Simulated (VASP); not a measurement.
# Se (P3_121) in VASP: notebook

Aim: see how the results for Se move with the level of theory and the settings. Levels: LDA, r2SCAN, PBE. Tasks: phonons, dielectric tensor, band structure.

Everything below comes from runs of VASP 6.6.1. Logs are shortened: lines on timing, memory, paths and dates and some standing lists are left out, and cuts for length are marked.

### 1 Starting point

It takes space group P3_121 (No. 152, trigonal). The conventional cell has a = 3.947 Å, b = 3.947 Å, c = 5.125 Å, α = 90.00°, β = 90.00°, γ = 120.00°. Around Se (site symmetry 2) lie 2 Se at 2.45 Å.

### 2 Phonons, LDA

POSCAR

```
Se
1.0
    3.9465454975      0.0000000000     -0.0000000000
   -1.9732727488      3.4178086580     -0.0000000000
   -0.0000000000      0.0000000000      5.1246844162
  Se
     3
Direct
     0.2562791612753461    0.0000000000000000    0.3333333332999970
     0.0000000000000000    0.2562791612753461    0.6666666667000030
     0.7437208387246539    0.7437208387246539    1.0000000000000000
```

INCAR.step1

```
PREC = Accurate ; ENCUT = 600
EDIFF = 1E-8 ; ISMEAR = 0
SIGMA = 0.03 ; LREAL = F
LASPH = T ; NELM = 80
ALGO = Normal ; ISIF = 3
LWAVE = F ; LCHARG = F
GGA = CA ; KPAR = 2
IBRION = 2 ; NSW = 40
EDIFFG = -0.002
```

INCAR.step2

```
PREC = Accurate ; ENCUT = 600
EDIFF = 1E-8 ; ISMEAR = 0
SIGMA = 0.03 ; LREAL = F
LASPH = T ; NELM = 80
ALGO = Normal ; ISIF = 2
LWAVE = F ; LCHARG = F
GGA = CA ; KPAR = 2
IBRION = 6 ; NFREE = 2
POTIM = 0.015 ; NSW = 1
```

KPOINTS

```
Automatic mesh
0
Gamma
  9 9 6
```

Potentials or basis: VASP PAW LDA potentials, release 64 (Se).

The run is started by

```bash
$ cat potpaw_LDA.64/Se/POTCAR > POTCAR
$ cp INCAR.step1 INCAR
$ mpirun -np 2 vasp_std > vasp.out
$ cp CONTCAR POSCAR
$ cp INCAR.step2 INCAR
$ mpirun -np 2 vasp_std > vasp.out
```

OUTCAR:

```text
PREC = Accurate
   ENCUT = 600
   EDIFF = 1E-8
   ISMEAR = 0
   LREAL = F
   LASPH = T
   NELM = 80
   ISIF = 2
   GGA = CA
   IBRION = 6
   NFREE = 2
   POTIM = 0.015
   NSW = 1

 ion  position               nearest neighbor table
   1  0.256  0.000  0.333-   3 2.45   2 2.45
   2  0.000  0.256  0.667-   3 2.45   1 2.45
   3  0.744  0.744  0.000-   1 2.45   2 2.45

  LATTYP: Found a hexagonal cell.
 ALAT       =     3.9456385284
 C/A-ratio  =     1.2990852624

  Lattice vectors:

 A1 = (   3.9456385284,   0.0000000000,   0.0000000000)
 A2 = (  -1.9728192643,   3.4170231997,   0.0000000000)
 A3 = (   0.0000000000,   0.0000000000,   5.1257208631)

Analysis of symmetry for initial positions (statically):
=====================================================================
 Subroutine PRICEL returns:
 Original cell was already a primitive cell.

 Routine SETGRP: Setting up the symmetry group for a
 hexagonal supercell.

 Subroutine GETGRP returns: Found  6 space group operations
 (whereof  2 operations were pure point group operations)
 out of a pool of 24 trial point group operations.

The static configuration has the point symmetry C_2 .
 The point group associated with its full space group is D_3 .

Analysis of symmetry for dynamics (positions and initial velocities):
=====================================================================
 Subroutine PRICEL returns:
 Original cell was already a primitive cell.

 Routine SETGRP: Setting up the symmetry group for a
 hexagonal supercell.

 Subroutine GETGRP returns: Found  6 space group operations
 (whereof  2 operations were pure point group operations)
 out of a pool of 24 trial point group operations.

The dynamic configuration has the point symmetry C_2 .
 The point group associated with its full space group is D_3 .

 Subroutine INISYM returns: Found  6 space group operations
 (whereof  2 operations are pure point group operations),
 and found     1 'primitive' translations

----------------------------------------------------------------------------------------

                                     Primitive cell

  volume of cell :      69.1067

  direct lattice vectors                    reciprocal lattice vectors
     3.945638528  0.000000000  0.000000000     0.253444403  0.146326194  0.000000000
    -1.972819264  3.417023200  0.000000000    -0.000000000  0.292652388  0.000000000
     0.000000000  0.000000000  5.125720863     0.000000000  0.000000000  0.195094510

  length of vectors
     3.945638528  3.945638528  5.125720863     0.292652388  0.292652388  0.195094510

  position of ions in fractional coordinates (direct lattice)
     0.256239495  0.000000000  0.333333333
     0.000000000  0.256239495  0.666666667
     0.743760505  0.743760505  0.000000000

  ion indices of the primitive-cell ions
   primitive index   ion index
                 1           1
                 2           2
                 3           3

----------------------------------------------------------------------------------------

 KPOINTS: Automatic mesh

Automatic generation of k-mesh.
 Grid dimensions read from file:
 generate k-points for:    9    9    6

 Generating k-lattice:

  Cartesian coordinates                     Fractional coordinates (reciprocal lattice)
     0.028160489  0.016258466  0.000000000     0.111111111  0.000000000  0.000000000
    -0.000000000  0.032516932  0.000000000     0.000000000  0.111111111  0.000000000
     0.000000000  0.000000000  0.032515752     0.000000000  0.000000000  0.166666667

  Length of vectors
[... 70 lines left out ...]
   ISMEAR =     0;   SIGMA  =   0.03  broadening in eV -4-tet -1-fermi 0-gaus
   EFERMI_NEDOS =   21; number of points for ismear=-14 and -15
   IALGO  =     38    algorithm
   IMIX   =      4    mixing-type and parameters
     AMIX     =   0.40;   BMIX     =  1.00
     AMIX_MAG =   1.60;   BMIX_MAG =  1.00
  volume/ion in A,a.u.               =      23.04       155.45
  Fermi-wavevector in a.u.,A,eV,Ry     =   1.045504  1.975716 14.872231  1.093078
  Thomas-Fermi vector in A             =   2.180302
   LORBIT       =      0    0 simple, 1 ext, 2 COOP (PROOUT), +10 PAW based schemes
   GGA     = CA    functional components
   LHFCALC =     F    Hartree Fock is set to
   AEXX    =    0.0000 exact exchange contribution
   IVDW    =     0    specifies the selected vdW correction
   LEPSILON=     F    determine dielectric tensor
   LRPA    =     F    only Hartree local field effects (RPA)
 finite differences with symmetry
 non-spin polarized calculation
 Gauss-broadening in eV      SIGMA  =   0.03
  energy-cutoff  :      600.00
  volume of cell :       69.11
 maximum number of plane-waves:      2340
   NGX = 15   NGY = 15   NGZ = 21

--------------------------------------- Ionic step        1  -------------------------------------------

 number of electron      18.0000001 magnetization

 Free energy of the ion-electron system (eV)
  ---------------------------------------------------
  ext. energy  EPLUGINS =         0.00000000
  ---------------------------------------------------
  free energy    TOTEN  =       -12.47776410 eV

  energy without entropy =      -12.47776410  energy(sigma->0) =      -12.47776410

------------------------ aborting loop because EDIFF is reached ----------------------------------------

  FORCE on cell =-STRESS in cart. coord.  units (eV):
  Direction    XX          YY          ZZ          XY          YZ          ZX
  --------------------------------------------------------------------------------------
  -------------------------------------------------------------------------------------
  Total        0.0003078      0.0003078      0.0045938     -0.0000000      0.0000000     -0.0000000
  in kB        0.0071356      0.0071356      0.1065042     -0.0000000      0.0000000     -0.0000000
  external PRESSURE =       0.0402585 kB  Pullay stress =       0.0000000 kB
[... 209 lines left out ...]
--------------------------------------- Ionic step        7  -------------------------------------------

 number of electron      18.0000001 magnetization

 Free energy of the ion-electron system (eV)
  ---------------------------------------------------
  ext. energy  EPLUGINS =         0.00000000
  ---------------------------------------------------
  free energy    TOTEN  =       -12.47693327 eV

  energy without entropy =      -12.47693327  energy(sigma->0) =      -12.47693327

 E-fermi :   4.5907     XC(G=0): -10.0108

 val. band max:        4.4652515199   @ k =   0.3333   0.3333   0.5000
 cond. band min:       4.7179199379   @ k =   0.3333   0.3333   0.5000
 fundamental gap:      0.2526684180
 Fermi energy:         4.5907086282

 k-point     1 :       0.0000    0.0000    0.0000
  band No.  band energies     occupation
      1     -11.9082      2.00000
      2      -7.7463      2.00000
      3      -7.6894      2.00000
      4       0.6876      2.00000
      5       1.0257      2.00000
      6       1.0292      2.00000
      7       2.4632      2.00000
      8       2.4696      2.00000
      9       3.7290      2.00000
     10       5.7277      0.00000
     11       5.7786      0.00000
     12       6.4270      0.00000
     13      10.6291      0.00000
[... 354 lines left out ...]
  band No.  band energies     occupation
      1     -11.1679      2.00000
      2      -8.7314      2.00000
      3      -6.9434      2.00000
      4      -1.2871      2.00000
      5      -0.6534      2.00000
      6       0.5479      2.00000
      7       2.1139      2.00000
      8       3.0452      2.00000
      9       3.7240      2.00000
     10       5.6046      0.00000
     11       6.3389      0.00000
     12       6.6826      0.00000
     13       9.3187      0.00000

 [... further k-points ...]

------------------------ aborting loop because EDIFF is reached ----------------------------------------

  FORCE on cell =-STRESS in cart. coord.  units (eV):
  Direction    XX          YY          ZZ          XY          YZ          ZX
  --------------------------------------------------------------------------------------
  -------------------------------------------------------------------------------------
  Total        0.0031072      0.0019486      0.0078477      0.0425696      0.0008306      0.1097493
  in kB        0.0720379      0.0451768      0.1819424      0.9869379      0.0192568      2.5444392
  external PRESSURE =       0.0997190 kB  Pullay stress =       0.0000000 kB
[... 18 lines left out ...]
  FREE ENERGIE OF THE ION-ELECTRON SYSTEM (eV)
  ---------------------------------------------------
  free  energy   TOTEN  =       -12.4769332748 eV

  energy  without entropy=      -12.4769332748  energy(sigma->0) =      -12.47693327

 INTERNAL STRAIN TENSORS FROM DISPLACED ATOMS
 ============================================

 INTERNAL STRAIN TENSOR FOR ION    1 for displacements in x,y,z  (eV/Angst):
          X           Y           Z          XY          YZ          ZX
  --------------------------------------------------------------------------------
  x    -9.09873    -3.08486    -6.97009     0.00000    -3.46871     0.00000
  y     0.00000    -0.00000    -0.00000    -3.00615    -0.00000    -3.46717
  z     0.00000    -0.00000     0.00000    -2.83872    -0.00000    -7.31760

 INTERNAL STRAIN TENSOR FOR ION    3 for displacements in x,y,z  (eV/Angst):
          X           Y           Z          XY          YZ          ZX
  --------------------------------------------------------------------------------
  x     4.54878     1.54302     3.48505     2.60374     1.73320     3.00333
  y     2.67191     7.87939     6.03628     1.50366    -3.00333     1.73474
  z     2.45840    -2.45840     0.00000     1.41936     6.33723     3.65880

 Eigenvectors and eigenvalues of the dynamical matrix
 ----------------------------------------------------

   1 f  =    5.933557 THz    37.281641 2PiTHz  197.922170 cm-1    24.539211 meV
             X         Y         Z           dx          dy          dz
      1.011028  0.000000  1.708574     0.111741    0.065542    0.402778
     -0.505514  0.875576  3.417147     0.000968   -0.129542    0.392886
      1.467305  2.541447  0.000000    -0.112593    0.063932   -0.795664
[... 43 lines left out ...]
   9 f/i=    0.000677 THz     0.004253 2PiTHz    0.022581 cm-1     0.002800 meV
             X         Y         Z           dx          dy          dz
      1.011028  0.000000  1.708574    -0.573294    0.067673    0.000005
     -0.505514  0.875576  3.417147    -0.573402    0.067592    0.000032
      1.467305  2.541447  0.000000    -0.573418    0.067726   -0.000037

 ELASTIC MODULI CONTR FROM IONIC RELAXATION (kBar)
 Direction    XX          YY          ZZ          XY          YZ          ZX
 --------------------------------------------------------------------------------
 XX        -408.9509   -167.0781   -329.5398      0.0000   -163.9749      0.0000
 YY        -167.0781   -408.9509   -329.5398      0.0000    163.9749     -0.0000
 ZZ        -329.5398   -329.5398   -377.0521      0.0000     -0.0000      0.0000
 XY           0.0000      0.0000      0.0000   -120.9364     -0.0000   -163.9749
 YZ        -163.9749    163.9749     -0.0000     -0.0000   -270.1008      0.0000
 ZX           0.0000     -0.0000      0.0000   -163.9749      0.0000   -270.1008
 --------------------------------------------------------------------------------
```

It took 3.7 min on 2 MPI ranks of AMD EPYC 9R14 (Zen 4), shared host; peak memory 0.42 GiB.

What came out:

```
Highest phonon frequency at Γ : 198 cm⁻¹
```

Phonon frequencies in cm⁻¹ (negative: imaginary):
```tsv
q point	frequencies
(0.000, 0.000, 0.000)	0 0 0 135 137 137 176 198 198
```

(Part 1 of 4 ends here.)
